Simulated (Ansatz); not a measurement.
**Bi (bcc type) under strong compression**

```xyz
1
Lattice="-1.9934 1.9934 1.9934 1.9934 -1.9934 1.9934 1.9934 1.9934 -1.9934" Properties=species:S:1:pos:R:3 pbc="T T T"
Bi    0.0000    0.0000    0.0000
```

The cell comes from a relaxation on PAW files under the same functional, begun from a prototype that needn't be the stable phase.

Its volume is scaled at fixed shape and fractional positions.

Computed with Ansatz 0.2.0; functional PBE, scalar-relativistic. Settings: a Γ-centred 13×13×13 k mesh, Fermi–Dirac smearing of 0.08 eV, no spin polarisation. Methods: LAPW: all electrons, basis error target 1 meV/atom; PAW: frozen-core files, cutoff 420 eV; crystal datasets: all electrons, by PAW datasets that the program makes for each cell; norm-conserving: pseudopotentials, cutoff 898 eV; PAW (partial waves polarizable): frozen-core files, cutoff 420 eV.

Energies are extrapolated to zero smearing and count from the unscaled cell; pressure is positive in compression; gaps take the mesh and a band path. No temperature or zero-point motion is included.

Spin–orbit coupling is left out, which matters for the heavy atoms. The structure type is held throughout; the real material can change phase at far lower pressure.

```json
{"V/V0": "1.00", "V (Å³/atom)": "31.68", "P LAPW (GPa)": "0.02", "ΔE LAPW (eV/atom)": "0.000", "P PAW − LAPW (GPa)": "-0.02", "ΔE PAW − LAPW (meV/atom)": "0.0"}
{"V/V0": "0.92", "V (Å³/atom)": "29.15", "P LAPW (GPa)": "5.29", "ΔE LAPW (eV/atom)": "0.040", "P PAW − LAPW (GPa)": "-0.02", "ΔE PAW − LAPW (meV/atom)": "-0.3"}
{"V/V0": "0.84", "V (Å³/atom)": "26.62", "P LAPW (GPa)": "13.44", "ΔE LAPW (eV/atom)": "0.184", "P PAW − LAPW (GPa)": "-0.03", "ΔE PAW − LAPW (meV/atom)": "-0.6"}
{"V/V0": "0.76", "V (Å³/atom)": "24.08", "P LAPW (GPa)": "?", "ΔE LAPW (eV/atom)": "0.492", "P PAW − LAPW (GPa)": "-0.04", "ΔE PAW − LAPW (meV/atom)": "-1.2"}
{"V/V0": "0.68", "V (Å³/atom)": "21.55", "P LAPW (GPa)": "48.5", "ΔE LAPW (eV/atom)": "1.070", "P PAW − LAPW (GPa)": "-0.05", "ΔE PAW − LAPW (meV/atom)": "-1.9"}
{"V/V0": "0.60", "V (Å³/atom)": "19.01", "P LAPW (GPa)": "86.2", "ΔE LAPW (eV/atom)": "2.103", "P PAW − LAPW (GPa)": "-0.04", "ΔE PAW − LAPW (meV/atom)": "-2.7"}
{"V/V0": "0.52", "V (Å³/atom)": "16.48", "P LAPW (GPa)": "155.5", "ΔE LAPW (eV/atom)": "3.957", "P PAW − LAPW (GPa)": "0.01", "ΔE PAW − LAPW (meV/atom)": "-3.0"}
{"V/V0": "0.45", "V (Å³/atom)": "14.26", "P LAPW (GPa)": "268.8", "ΔE LAPW (eV/atom)": "6.813", "P PAW − LAPW (GPa)": "0.15", "ΔE PAW − LAPW (meV/atom)": "-1.9"}
```

Problem. What belongs in the row "0.76", column "P LAPW (GPa)"?

Solution. 26.7.

Problem. Fit the Vinet equation to the LAPW pressures over the whole range, with residuals weighted by 1/(|P| + 0.03·Pmax).

Solution. V0 = 31.76 Å³/atom, B0 = 46.8 GPa and B0′ = 5.40, and the fit misses no point by more than 5.2 GPa. A fit over so wide a range pins B0 less well than one near rest.

Problem. From the table, what is the rise of the enthalpy H = E + pV up to the last row, and how stiff is the crystal between the last two rows?

Solution. ΔH = 6.813 eV + (268.8 GPa × 14.26 Å³ − 0.02 GPa × 31.68 Å³) × 0.006242 eV/(GPa·Å³) = 30.73 eV/atom, of which pV makes 78 %. The mean bulk modulus there is −ΔP/Δln V = 783 GPa.

Problem. At the smallest volume, how far do crystal datasets and norm-conserving and PAW (partial waves polarizable) lie from LAPW in pressure?

Solution. crystal datasets: 0.00 GPa; norm-conserving: +1.18 GPa; PAW (partial waves polarizable): +0.15 GPa, on a LAPW pressure of 268.8 GPa.

Problem. How do the Löwdin populations by LAPW change from the unscaled cell to the last row?

Solution. Bi 6s 1.94 → 1.71, Bi 6p 3.03 → 3.24 electrons an atom. These are projections on the shells that the free atoms fill; 0.04 e a cell lies outside them at the start and 0.10 e at the end.
